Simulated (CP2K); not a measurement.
# HfO2 (P4_2/nmc) in CP2K: a series of runs

Aim: see how the results for HfO2 move with the level of theory and the settings. Levels: PBE, LDA, BLYP. Tasks: band structure.

Everything below comes from runs of CP2K 2026.2. Logs are shortened: lines on timing, memory, paths and dates and some standing lists are left out, and cuts for length are marked.

## 1. The crystal as given

Symmetry: P4_2/nmc, No. 137, tetragonal system. The conventional cell has a = 3.558 Å, b = 3.558 Å, c = 5.172 Å, α = 90.00°, β = 90.00°, γ = 90.00°. Hf (site symmetry -4m2) is surrounded by 4 O at 2.05 Å. O (site symmetry 2mm) is surrounded by 2 Hf at 2.05 Å.

Measurements of this composition are mostly on another form, of space group No. 14.

## 2. Band structure, PBE

hfo2_bands.inp

```
&GLOBAL
  PROJECT hfo2_bands
  RUN_TYPE ENERGY_FORCE
  PRINT_LEVEL LOW
&END GLOBAL
&FORCE_EVAL
  METHOD QS
  STRESS_TENSOR ANALYTICAL
  &DFT
    BASIS_SET_FILE_NAME BASIS_MOLOPT_UZH
    POTENTIAL_FILE_NAME POTENTIAL_UZH
    &MGRID
      CUTOFF 850
      REL_CUTOFF 60
      NGRIDS 5
    &END MGRID
    &QS
      METHOD GPW
      EPS_DEFAULT 1.0E-9
    &END QS
    &KPOINTS
      SCHEME MONKHORST-PACK 8 8 5
      GAMMA_CENTERED T
      SYMMETRY T
      SYMMETRY_BACKEND SPGLIB
    &END KPOINTS
    &SCF
      SCF_GUESS ATOMIC
      EPS_SCF 1.0E-6
      MAX_SCF 100
      ADDED_MOS 24
      CHOLESKY OFF
      EPS_EIGVAL 1.0E-7
      &DIAGONALIZATION ON
        ALGORITHM STANDARD
      &END DIAGONALIZATION
      &MIXING ON
        METHOD BROYDEN_MIXING
        ALPHA 0.4
        BETA 1.5
        NBUFFER 8
      &END MIXING
      &SMEAR ON
        METHOD FERMI_DIRAC
        ELECTRONIC_TEMPERATURE [K] 580.226
      &END SMEAR
    &END SCF
    &XC
      &XC_FUNCTIONAL
        &GGA_X_PBE
        &END GGA_X_PBE
        &GGA_C_PBE
        &END GGA_C_PBE
      &END XC_FUNCTIONAL
    &END XC
    &PRINT
      &KPOINTS ON
      &END KPOINTS
      &MULLIKEN ON
      &END MULLIKEN
      &MO ON
        ENERGIES T
        OCCUPATION_NUMBERS T
        &EACH
          QS_SCF 0
        &END EACH
        ADD_LAST NUMERIC
      &END MO
      &BAND_STRUCTURE
        FILE_NAME bands.bs
        ADDED_MOS 6
        &KPOINT_SET
          UNITS B_VECTOR
          NPOINTS 6
          SPECIAL_POINT GAMMA 0.00000000 0.00000000 0.00000000
          SPECIAL_POINT X 0.00000000 0.50000000 0.00000000
          SPECIAL_POINT M 0.50000000 0.50000000 0.00000000
          SPECIAL_POINT GAMMA 0.00000000 0.00000000 0.00000000
          SPECIAL_POINT Z 0.00000000 0.00000000 0.50000000
          SPECIAL_POINT R 0.00000000 0.50000000 0.50000000
          SPECIAL_POINT A 0.50000000 0.50000000 0.50000000
          SPECIAL_POINT Z 0.00000000 0.00000000 0.50000000
        &END KPOINT_SET
        &KPOINT_SET
          UNITS B_VECTOR
          NPOINTS 6
          SPECIAL_POINT X 0.00000000 0.50000000 0.00000000
          SPECIAL_POINT R 0.00000000 0.50000000 0.50000000
        &END KPOINT_SET
        &KPOINT_SET
          UNITS B_VECTOR
          NPOINTS 6
          SPECIAL_POINT M 0.50000000 0.50000000 0.00000000
          SPECIAL_POINT A 0.50000000 0.50000000 0.50000000
        &END KPOINT_SET
      &END BAND_STRUCTURE
    &END PRINT
  &END DFT
  &SUBSYS
    &CELL
      A 3.5580193300 0.0000000000 0.0000000000
      B 0.0000000000 3.5580193300 0.0000000000
      C 0.0000000000 0.0000000000 5.1718612100
      PERIODIC XYZ
    &END CELL
    &COORD
      Hf  0.0000000000 0.0000000000 0.0000000000
      Hf  1.7790096650 1.7790096650 2.5859306050
      O   0.0000000000 1.7790096650 1.0199317849
      O   1.7790096650 0.0000000000 1.5659988201
      O   1.7790096650 0.0000000000 4.1519294251
      O   0.0000000000 1.7790096650 3.6058623899
    &END COORD
    &KIND Hf
      BASIS_SET DZVP-MOLOPT-PBE-GTH-q12
      POTENTIAL GTH-PBE-q12
    &END KIND
    &KIND O
      BASIS_SET DZVP-MOLOPT-PBE-GTH-q6
      POTENTIAL GTH-PBE-q6
    &END KIND
    &PRINT
      &ATOMIC_COORDINATES ON
      &END ATOMIC_COORDINATES
      &CELL ON
      &END CELL
      &SYMMETRY ON
      &END SYMMETRY
    &END PRINT
  &END SUBSYS
  &PRINT
    &FORCES ON
    &END FORCES
    &STRESS_TENSOR ON
    &END STRESS_TENSOR
  &END PRINT
&END FORCE_EVAL
```

Potentials or basis: POTENTIAL_UZH Hf GTH-PBE-q12, O GTH-PBE-q6; DZVP-MOLOPT-PBE-GTH basis.

Launch:

```console
> OMP_NUM_THREADS=1 mpirun -n 4 cp2k.psmp -i hfo2_bands.inp -o hfo2_bands.out
```

hfo2_bands.out:

```text

 CP2K| version string:                                       CP2K version 2026.2
 CP2K| Input file name                                            hfo2_bands.inp

 GLOBAL| Force Environment number                                              1
 GLOBAL| Basis set file name                                    BASIS_MOLOPT_UZH
 GLOBAL| Potential file name                                       POTENTIAL_UZH
 GLOBAL| MM Potential file name                                     MM_POTENTIAL
 GLOBAL| Coordinate file name                                      __STD_INPUT__
 GLOBAL| Method name                                                        CP2K
 GLOBAL| Project name                                                 hfo2_bands
 GLOBAL| Run type                                                   ENERGY_FORCE
 GLOBAL| FFT library                                                       FFTW3
 GLOBAL| Diagonalization library                                       ScaLAPACK
 GLOBAL| Cholesky decomposition library                                ScaLAPACK
 GLOBAL| DGEMM library                                                      BLAS
 GLOBAL| Direct generalized diagonalization requested                          F
 GLOBAL| Matrix multiplication library                                 ScaLAPACK
 GLOBAL| Global print level                                                  LOW
 GLOBAL| Total number of message passing processes                             4
 GLOBAL| Number of threads for this process                                    1
 GLOBAL| CPU model name                                                  UNKNOWN

 CELL| Volume [angstrom^3]:                                            65.473185
 CELL| Vector a [angstrom]:       3.558     0.000     0.000   |a| =     3.558019
 CELL| Vector b [angstrom]:       0.000     3.558     0.000   |b| =     3.558019
 CELL| Vector c [angstrom]:       0.000     0.000     5.172   |c| =     5.171861
 CELL| Angle (b,c), alpha [degree]:                                    90.000000
 CELL| Angle (a,c), beta  [degree]:                                    90.000000
 CELL| Angle (a,b), gamma [degree]:                                    90.000000
 CELL| Numerically orthorhombic:                                             YES
 CELL| Periodicity                                                           XYZ

 CELL_REF| Volume [angstrom^3]:                                        65.473185
 CELL_REF| Vector a [angstrom     3.558     0.000     0.000   |a| =     3.558019
 CELL_REF| Vector b [angstrom     0.000     3.558     0.000   |b| =     3.558019
 CELL_REF| Vector c [angstrom     0.000     0.000     5.172   |c| =     5.171861
 CELL_REF| Angle (b,c), alpha [degree]:                                90.000000
 CELL_REF| Angle (a,c), beta  [degree]:                                90.000000
 CELL_REF| Angle (a,b), gamma [degree]:                                90.000000
 CELL_REF| Numerically orthorhombic:                                         YES
 CELL_REF| Periodicity                                                       XYZ

[... 8 lines left out ...]
 TOTAL NUMBERS AND MAXIMUM NUMBERS

  Total number of            - Atomic kinds:                                   2
                             - Atoms:                                          6
[... 158 lines left out ...]
 MO|      3              -0.775703             -21.107939               2.000000
 MO|      4              -0.774620             -21.078471               2.000000
 MO|      5              -0.773645             -21.051951               2.000000
 MO|      6              -0.771562             -20.995259               2.000000
[... 755 lines left out ...]
 MO|     47               1.248325              33.968657               0.000000
 MO|     48               1.248325              33.968662               0.000000
 MO| Sum:                                                              48.000000
 MO| E(Fermi):            0.378398 a.u.         10.296738 eV
 MO| Band gap:            0.229830 a.u.          6.253979 eV

 [... the levels of further k-points ...]

 !-----------------------------------------------------------------------------!
                     Mulliken Population Analysis

 #  Atom  Element  Kind  Atomic population                           Net charge
       1     Hf       1         10.382868                              1.617132
       2     Hf       1         10.382869                              1.617131
       3     O        2          6.808566                             -0.808566
       4     O        2          6.808566                             -0.808566
       5     O        2          6.808566                             -0.808566
       6     O        2          6.808566                             -0.808566
 # Total charge                             48.000000                 -0.000000

 !-----------------------------------------------------------------------------!

 KPOINTS| Band Structure Calculation
 KPOINTS| Number of k-point sets                                               3
 KPOINTS| Number of added MOs/bands                                            6
 KPOINTS| Number of k-points in set    1                                      43
 KPOINTS| In units of b-vector [2pi/Bohr]
 KPOINTS| Special point     1       GAMMA     0.000000     0.000000     0.000000
 KPOINTS| Special point     2           X     0.000000     0.500000     0.000000
 KPOINTS| Special point     3           M     0.500000     0.500000     0.000000
 KPOINTS| Special point     4       GAMMA     0.000000     0.000000     0.000000
 KPOINTS| Special point     5           Z     0.000000     0.000000     0.500000
 KPOINTS| Special point     6           R     0.000000     0.500000     0.500000
 KPOINTS| Special point     7           A     0.500000     0.500000     0.500000
 KPOINTS| Special point     8           Z     0.000000     0.000000     0.500000
 KPOINTS| Number of k-points in set    2                                       7
 KPOINTS| In units of b-vector [2pi/Bohr]
 KPOINTS| Special point     1           X     0.000000     0.500000     0.000000
 KPOINTS| Special point     2           R     0.000000     0.500000     0.500000
 KPOINTS| Number of k-points in set    3                                       7
 KPOINTS| In units of b-vector [2pi/Bohr]
 KPOINTS| Special point     1           M     0.500000     0.500000     0.000000
 KPOINTS| Special point     2           A     0.500000     0.500000     0.500000

 ENERGY| Total FORCE_EVAL ( QS ) energy [hartree]           -163.213594057936490

 FORCES| Atomic forces [hartree/bohr]
 FORCES|   Atom     x               y               z               |f|
 FORCES|      1  2.81124128E-09  2.14763666E-09  5.35212015E-10   3.57797047E-09
 FORCES|      2  2.14899804E-09  2.81274458E-09  2.88211847E-09   4.56468307E-09
 FORCES|      3  3.93161073E-09  4.50868839E-09  2.12194237E-04   2.12194237E-04
 FORCES|      4  3.95716491E-09  4.40596221E-09 -2.12197162E-04   2.12197162E-04
 FORCES|      5  4.39495782E-09  3.95825125E-09 -2.12195409E-04   2.12195409E-04
 FORCES|      6  4.52005751E-09  3.93044697E-09  2.12198159E-04   2.12198159E-04
 FORCES| Sum     2.17640303E-08  2.17637301E-08  3.24240308E-09
 FORCES| Total atomic force                                       3.09490895E-08

 STRESS| Analytical stress tensor [bar]
 STRESS|                        x                   y                   z
 STRESS|      x        3.96759499490E+04   4.53666353591E-03   1.98790754247E-03
 STRESS|      y        4.53666353591E-03   3.96758813106E+04   1.99666066677E-03
 STRESS|      z        1.98790754247E-03   1.99666066677E-03   3.73616236822E+04
 STRESS| 1/3 Trace                                             3.89044849806E+04
 STRESS| Determinant                                           5.88138565457E+13

 STRESS| Eigenvectors and eigenvalues of the analytical stress tensor [bar]
 STRESS|                        1                   2                   3
 STRESS| Eigenvalues   3.73616236822E+04   3.96758810120E+04   3.96759502475E+04
 STRESS|      x          -0.000000858956     -0.065666822693      0.997841604864
 STRESS|      y          -0.000000862763      0.997841604864      0.065666822692
 STRESS|      z           0.999999999999      0.000000804496      0.000000913757
```

Wall time 25 s (4 MPI ranks of Arm Neoverse V1, shared host).

What came out:

| Property | Result |
| --- | --- |
| Free energy | -4441.2678 eV |
| Pressure | 3.9 GPa |
| Largest force | 0.011 eV/Å |
| Band gap on the k mesh | 4.86 eV, indirect (least direct gap 4.94 eV) |
| Band gap along the path | 4.85 eV, indirect (least direct gap 4.94 eV) |
| Mulliken charges | Hf +1.62; O -0.81 e |

Forces on the atoms (eV/Å):
```
Hf   0.000  0.000  0.000
Hf   0.000  0.000  0.000
O    0.000  0.000  0.011
O    0.000  0.000 -0.011
O    0.000  0.000 -0.011
O    0.000  0.000  0.011
```

Stress tensor (GPa, compression positive):
```
3.97 0.00 0.00
0.00 3.97 0.00
0.00 0.00 3.74
```

Levels at the corners of the path, in eV from the valence-band top:
| point | band 22 | band 23 | band 24 | band 25 | band 26 | band 27 |
| --- | --- | --- | --- | --- | --- | --- |
| Γ | -0.14 | -0.09 | -0.09 | 4.85 | 4.89 | 6.12 |
| X | -1.47 | -0.14 | -0.14 | 5.26 | 5.26 | 6.26 |
| M | -0.79 | -0.58 | -0.58 | 5.92 | 5.92 | 6.26 |
| Γ | -0.14 | -0.09 | -0.09 | 4.85 | 4.89 | 6.12 |
| Z | -0.65 | 0.00 | 0.00 | 5.50 | 5.50 | 5.84 |
| R | -1.42 | -0.97 | -0.97 | 5.39 | 5.39 | 5.74 |
| A | -1.43 | -0.09 | -0.09 | 6.11 | 6.11 | 6.44 |
| Z | -0.65 | 0.00 | 0.00 | 5.50 | 5.50 | 5.84 |
| X | -1.47 | -0.14 | -0.14 | 5.26 | 5.26 | 6.26 |
| R | -1.42 | -0.97 | -0.97 | 5.39 | 5.39 | 5.74 |
| M | -0.79 | -0.58 | -0.58 | 5.92 | 5.92 | 6.26 |
| A | -1.43 | -0.09 | -0.09 | 6.11 | 6.11 | 6.44 |

Caveat: Mulliken charges move with the basis; spin-orbit coupling is left out, which moves the levels of the heavy elements; the basis of atomic orbitals isn't converged, which shifts pressures, moduli and gaps. PBE gaps usually lie below the measured ones, often by a third to a half.

## 3. Band structure, LDA

hfo2_bands.inp, as its differences from that of step 2:

```diff
@@ -49,6 +49,6 @@
       &XC_FUNCTIONAL
-        &GGA_X_PBE
-        &END GGA_X_PBE
-        &GGA_C_PBE
-        &END GGA_C_PBE
+        &LDA_X
+        &END LDA_X
+        &LDA_C_PW
+        &END LDA_C_PW
       &END XC_FUNCTIONAL
```

Potentials or basis: POTENTIAL_UZH Hf GTH-PBE-q12, O GTH-PBE-q6; DZVP-MOLOPT-PBE-GTH basis.

Launch:

```console
> OMP_NUM_THREADS=1 mpirun -n 4 cp2k.psmp -i hfo2_bands.inp -o hfo2_bands.out
```

Run time: 23 s. Hardware: 4 MPI ranks of Arm Neoverse V1, shared host.

The run converged. Its results:

* Free energy: -4429.7981 eV
* Pressure: -6.3 GPa
* Largest force: 0.013 eV/Å
* Band gap on the k mesh: 4.69 eV, indirect (least direct gap 4.78 eV)
* Band gap along the path: 4.68 eV, indirect (least direct gap 4.78 eV)
* Mulliken charges: Hf +1.41; O -0.71 e

Forces on the atoms (eV/Å):
```
Hf   0.000  0.000  0.000
Hf   0.000  0.000  0.000
O    0.000  0.000  0.013
O    0.000  0.000 -0.013
O    0.000  0.000 -0.013
O    0.000  0.000  0.013
```

Stress tensor (GPa, compression positive):
```
-6.17  0.00  0.00
 0.00 -6.17  0.00
 0.00  0.00 -6.52
```

Levels at the corners of the path, in eV from the valence-band top:
```csv
point,band 21,band 22,band 23,band 24,band 25,band 26,band 27,band 28
Γ,-0.74,-0.13,-0.09,-0.09,4.68,4.70,6.00,6.21
X,-1.49,-1.49,-0.13,-0.13,5.11,5.11,6.17,6.17
M,-0.81,-0.81,-0.61,-0.61,5.79,5.79,6.16,6.16
Γ,-0.74,-0.13,-0.09,-0.09,4.68,4.70,6.00,6.21
Z,-0.62,-0.62,0.00,0.00,5.37,5.37,5.69,5.69
R,-1.43,-1.43,-0.98,-0.98,5.25,5.25,5.61,5.61
A,-1.44,-1.44,-0.09,-0.09,6.01,6.01,6.34,6.34
Z,-0.62,-0.62,0.00,0.00,5.37,5.37,5.69,5.69
X,-1.49,-1.49,-0.13,-0.13,5.11,5.11,6.17,6.17
R,-1.43,-1.43,-0.98,-0.98,5.25,5.25,5.61,5.61
M,-0.81,-0.81,-0.61,-0.61,5.79,5.79,6.16,6.16
A,-1.44,-1.44,-0.09,-0.09,6.01,6.01,6.34,6.34
```

Caveat: Mulliken charges move with the basis; the potentials were made for another functional, which shifts forces and pressure; spin-orbit coupling is left out, which moves the levels of the heavy elements; the basis of atomic orbitals isn't converged, which shifts pressures, moduli and gaps. As with any semilocal functional, this LDA gap is likely too small.

[end of part 1 of 2]
